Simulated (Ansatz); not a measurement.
## What a trial cell of Ti2B relaxes into

Computed with DFT PBE, scalar-relativistic, plane waves, PAW (Ansatz 0.2.0).

The start puts Ti2B on the MoSi2 (C11b) structure type (I4/mmm, No. 139), with B in place of Mo, Ti in place of Si, at a guessed volume.

Input of the last, converged step (default PAW datasets):

```yaml
crystal:
  lattice:
    - [-1.5458360604, 1.5458360604, 3.8886939985]
    - [1.5458360604, -1.5458360604, 3.8886939985]
    - [1.5458360604, 1.5458360604, -3.8886939985]
  atoms:
    - { symbol: Ti, position: [0.6483558902, 0.6483558902, 0.0] }
    - { symbol: Ti, position: [0.3516441098, 0.3516441098, 0.0] }
    - { symbol: B, position: [0.0, 0.0, 0.0] }
basis:
  ecutwfc: 420
kpoints:
  mp_grid: { grid: [20, 20, 20] }
hamiltonian:
  xc: pbe
scf:
  occupations: { method: gaussian, width: 0.1 }
output:
  forces: true
  stress: true
  eigenvalues: true
relax:
  adjacent_minimum: "off"
  f_tol: 0.01
  max_steps: 80
  cell: { stress_tol: 0.05 }
```

Launched as:

```bash
ansatz run input.yaml --threads 1 --pin off --max-ram 2560MiB --backend cpu --events-out ev --progress --plain --runs-dir out
```

It took 2.1 min on 1 thread of Arm Neoverse V2, with other jobs on the host, peak memory 0.68 GiB.

End of the output:

```
SCF converged after 8 iterations
Free energy (F): -5155.563623 eV
Harris-Foulkes:  -5155.563623 eV  (|F-HF|=0.00e0)
Internal energy: -5155.549869 eV  (E = F + TS)
E sigma→0 (E₀):  -5155.556746 eV
Entropy (-TS):   -0.013753 eV (-4.584 meV/atom)
Fermi energy:    14.109631 eV
--- Per-component energies (eV) ---
  E_band       = -260.602957
  E_kinetic    = 595.891098
  E_local      = -1614.326287  (includes V_loc(G=0)·N_el)
  E_nonlocal   = 28.625870
  E_hartree    = 679.808776
  E_xc         = -228.316611
  E_vxc        = -283.847599  (∫ρ·V_xc dr)
  E_paw        = -2175.015325  (= ΣΔE_a)
  E_vpaw       = -346.563825  (= ΣTr[D̂ρ^β])
  E_aug_tail   = 0.000233  (compensation charges beyond the density's cutoff)
  E_ewald      = -2442.217625
  E_smearing   = -0.013753  (= −TS)
  E_closure    = 0.000000  (closes the sum)
  Σ components = -5155.563623   (vs F -5155.563623, Δ=0.00e0)
--- Forces (eV/Å), atoms counted from 1 ---
  atom   1  Ti     0.00000000     0.00000000     0.00012782
  atom   2  Ti     0.00000000     0.00000000    -0.00012782
  atom   3  B      0.00000000     0.00000000     0.00000000
  max |Σ_I F_I| component: 2.71e-20 eV/Å
--- Stress (GPa, compression-positive) ---
       -0.000072       0.000000       0.000000
        0.000000      -0.000072       0.000000
        0.000000       0.000000       0.002079
  P = ⅓ Tr σ = 0.0006 GPa (0.006 kbar)
--- Relaxed structure (5 steps of the walk, 5 accepted, 1 SCFs on fresh bases) ---
  F+E_penalty+E_count = -5155.56362294 eV   max|allowed force component| = 1.278e-4 eV/Å   (the final SCF, on the basis selected at the relaxed cell)
  cell:  # Å, volume = 37.2221 Å³
    - [-1.546470, 1.546470, 3.890974]
    - [1.546470, -1.546470, 3.890974]
    - [1.546470, 1.546470, -3.890974]
  atoms:
    - { symbol: Ti, position: [0.647990, 0.647990, 0.000000] }
    - { symbol: Ti, position: [0.352010, 0.352010, 0.000000] }
    - { symbol: B, position: [0.000000, 0.000000, 0.000000] }
```

Absolute energies hang on the potentials; compare differences alone.

The result has space group I4/mmm (No. 139). Ti has 1 Ti at 2.30 Å, 4 B at 2.47 Å, 4 Ti at 2.70 Å and 1 B at 2.74 Å; B has 8 Ti at 2.47 Å, 2 Ti at 2.74 Å and 4 B at 3.09 Å.

Against the elements it lies at -0.10 eV/atom. Formation energies are uncorrected and refer to the elements' standard structures at the same level.

For metals, differences of a few meV/atom aren't resolved.

Symmetry constrained the relaxation, so the result can be a saddle point.